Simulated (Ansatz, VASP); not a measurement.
## One calculation of CuO, two programs

```
Cu O
1.0
     2.82072    0.00000    0.00000
     0.03828    2.82050    0.00000
     0.01714    0.01689    5.07067
Cu O
2 2
Cartesian
  0.0191 1.4103 0.0000
  1.4189 0.0084 2.5353
  2.8292 0.0174 3.8024
  0.0469 2.8200 1.2682
```

The cell comes from a database or a generator and needn't be the stable form of this composition.

Alike in both runs: task single point; functional PBEsol; k mesh 9 × 9 × 5; occupations fermi-dirac, width 0.05 eV; no spin polarisation.

```csv
,VASP,Ansatz
version,VASP 6.6.1,Ansatz 0.2.0
potentials or method,"VASP PAW PBE potentials, release 64 (Cu, O)",Ansatz PAW
plane-wave cutoff (eV),520,420
valence electrons in the cell,34,50
```

Ansatz gave:

```
gap on the k mesh at the Fermi level (eV)       : none
pressure (GPa)                                  : 9.8
largest component of the traceless stress (GPa) : 0.45
rms of the force components (eV/Å)              : 0.005
```

Question: What did VASP give for the same quantities?

Answer: gap on the k mesh at the Fermi level (eV): none; pressure (GPa): 10.7; largest component of the traceless stress (GPa): 0.85; rms of the force components (eV/Å): 0.005.

Atom by atom the forces differ by 0.001 eV/Å (rms over components). A gap of «none» marks a metal or a gap that the smearing closes. The two sets of potentials don't hold the same shells in valence.

Caveats: the run has no spin polarisation, though such a crystal can be magnetic; semilocal functionals often make such compounds metallic where correlation or magnetic order opens a gap, which also shifts bond lengths; the PAW data sets were made with another functional, which shifts forces and pressure a little (VASP); the pressure holds a Pulay correction of +0.7 GPa for the finite cutoff (Ansatz); the PAW data sets come from PBE, with cores solved anew for the run's functional, which leaves a small shift of forces and pressure (Ansatz).
